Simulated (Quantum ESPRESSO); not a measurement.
TePb in Quantum ESPRESSO: the effect of functional

TePb:

```
Pb Te
1.0
     0.00000    3.23100    3.23100
     3.23100    0.00000    3.23100
     3.23100    3.23100    0.00000
Pb Te
1 1
Cartesian
  0.0000 0.0000 0.0000
  3.2310 3.2310 3.2310
```

Alike in all runs:

* Program: Quantum ESPRESSO 7.5
* Task: phonons
* Cutoff: 612 eV
* Density cutoff: 4898 eV
* k mesh: 2 × 2 × 2, shifted
* Occupations: fermi-dirac, width 0.05 eV
* Spin: no spin polarisation

Each run relaxes the cell or the atoms first.

Question: One run gave: relaxed volume 34.95 Å³/atom; highest phonon frequency 77 cm⁻¹. Which functional did it use?
A. vdW-DF-cx
B. RPBE
C. BLYP
D. LDA
E. WC

Answer: B.

```tsv
functional	potentials or basis	relaxed volume (Å³/atom)	highest phonon frequency (cm⁻¹)
LDA	GBRV 1.5 LDA	31.13	97
WC	GBRV 1.5 PBE	32.10	94
BLYP	GBRV 1.5 PBE	36.47	70
RPBE	GBRV 1.5 PBE	34.95	77
vdW-DF-cx	GBRV 1.5 PBE	32.28	95
```

Caveats: all runs use coarse meshes; the potentials were made for another functional, which shifts forces and pressure (some runs).

Runs at the PBE level aren't shown here.
